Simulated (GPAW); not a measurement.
A run of GPAW 26.7.0 is set up as follows.

run.py

```python
import numpy as np
from ase.dft.bandgap import bandgap
from ase.io import read, write
from ase.units import GPa
from gpaw import GPAW, PW, setup_paths
from gpaw.spinorbit import soc_eigenstates

setup_paths.insert(0, '.')

atoms = read('POSCAR')

calc = GPAW(mode=PW(600),
            xc='PBEsol',
            kpts={'size': (8, 8, 8), 'gamma': True},
            occupations={'name': 'fermi-dirac', 'width': 0.05},
            nbands=11,
            convergence={'density': 1e-05, 'energy': 1e-05},
            maxiter=150,
            txt='gpaw.txt')
atoms.calc = calc
energy = atoms.get_potential_energy()
forces = atoms.get_forces()
stress = atoms.get_stress()
calc.write('gs.gpw')
write('result.traj', atoms)
print(f'Energy: {energy:.6f} eV')
print('Forces (eV/A):')
print(forces.round(4))
print('Stress (GPa):', (stress / GPa).round(3))
print('Fermi level:', round(calc.get_fermi_level(), 4), 'eV')
print(f'Gap: {bandgap(calc)[0]:.4f} eV, direct: {bandgap(calc, direct=True)[0]:.4f} eV')

path = atoms.cell.bandpath('GXWKGLUWLK,UX', npoints=100, eps=1e-4)
bs_calc = calc.fixed_density(kpts=path, symmetry='off', nbands=21,
                             convergence={'bands': 'CBM+6.0', 'eigenstates': 1e-6}, txt='bands.txt')
bs = bs_calc.band_structure()
bs.write('bs.json')
print(f'Gap on the path: {bandgap(bs_calc)[0]:.4f} eV')

soc = soc_eigenstates(bs_calc, theta=90, phi=0)
np.savetxt('soc_bands.dat', soc.eigenvalues(), fmt='%.4f')
mesh = soc_eigenstates('gs.gpw', theta=90, phi=0)
np.savetxt('soc_mesh.dat', mesh.eigenvalues(), fmt='%.4f')
print('Fermi level with spin-orbit coupling:', round(mesh.fermi_level, 4), 'eV')
```

File POSCAR:

```
Ge
1.0
    0.0000000000      2.8289100000      2.8289100000
    2.8289100000      0.0000000000      2.8289100000
    2.8289100000      2.8289100000      0.0000000000
Ge
2
Direct
    0.7500000000      0.7500000000      0.7500000000
    0.5000000000      0.5000000000      0.5000000000
```

Potentials or basis: PAW data sets generated in the run's folder for this functional, pw.

Command:

```sh
$ gpaw-setup -f PBEsol Ge
$ OMP_NUM_THREADS=1 python run.py
```

Q: Predict the pressure.

A: 0.9 GPa.

Q: Estimate the band gap along the path.

A: None (metal or under the smearing width).

Levels at the corners of the path, in eV from the Fermi level:
| point | band 5 | band 6 | band 7 | band 8 | band 9 | band 10 | band 11 | band 12 |
| --- | --- | --- | --- | --- | --- | --- | --- | --- |
| Γ | -0.02 | -0.02 | 0.04 | 0.04 | 0.04 | 0.04 | 2.32 | 2.32 |
| X | -3.15 | -3.15 | -3.15 | -3.15 | 0.59 | 0.59 | 0.59 | 0.59 |
| W | -4.05 | -4.05 | -3.97 | -3.97 | 4.17 | 4.17 | 4.31 | 4.31 |
| K | -4.44 | -4.44 | -2.71 | -2.71 | 1.01 | 1.01 | 3.97 | 3.97 |
| Γ | -0.02 | -0.02 | 0.04 | 0.04 | 0.04 | 0.04 | 2.32 | 2.32 |
| L | -1.57 | -1.57 | -1.37 | -1.37 | 0.08 | 0.08 | 3.60 | 3.60 |
| U | -4.44 | -4.44 | -2.71 | -2.71 | 1.01 | 1.01 | 3.97 | 3.97 |
| W | -4.05 | -4.05 | -3.97 | -3.97 | 4.17 | 4.17 | 4.31 | 4.31 |
| L | -1.57 | -1.57 | -1.37 | -1.37 | 0.08 | 0.08 | 3.60 | 3.60 |
| K | -4.44 | -4.44 | -2.71 | -2.71 | 1.01 | 1.01 | 3.97 | 3.97 |
| U | -4.44 | -4.44 | -2.71 | -2.71 | 1.01 | 1.01 | 3.97 | 3.97 |
| X | -3.15 | -3.15 | -3.15 | -3.15 | 0.59 | 0.59 | 0.59 | 0.59 |

Caveat: spin-orbit coupling was added after a scalar SCF, so levels and gaps hold it while energy, forces, pressure and moments don't; this program's spin-orbit splittings come out too wide for heavy elements; this crystal is a semiconductor, whose small gap the functional closes, so the metal is an error of the method.

**Experimental background.**

From “Electronic and optical properties of SixGe1-x-ySny alloys lattice-matched to Ge”, 2021, arxiv:2109.02782, for a bulk crystal of Ge at 293 K: band gap 0.666 eV (indirect).

A measured gap of Ge is 0.666 eV (indirect; 293 K; “Electronic and optical properties of SixGe1-x-ySny alloys lattice-matched to Ge”, 2021, arxiv:2109.02782); the calculated 0.00 eV misses it by -0.67 eV. 3 values of this kind are on record (0.666 to 0.807 eV); this one was drawn at random among those near their median. The value is that of PBEsol, without temperature or zero-point motion. Semilocal functionals fall short of measured gaps as a rule.
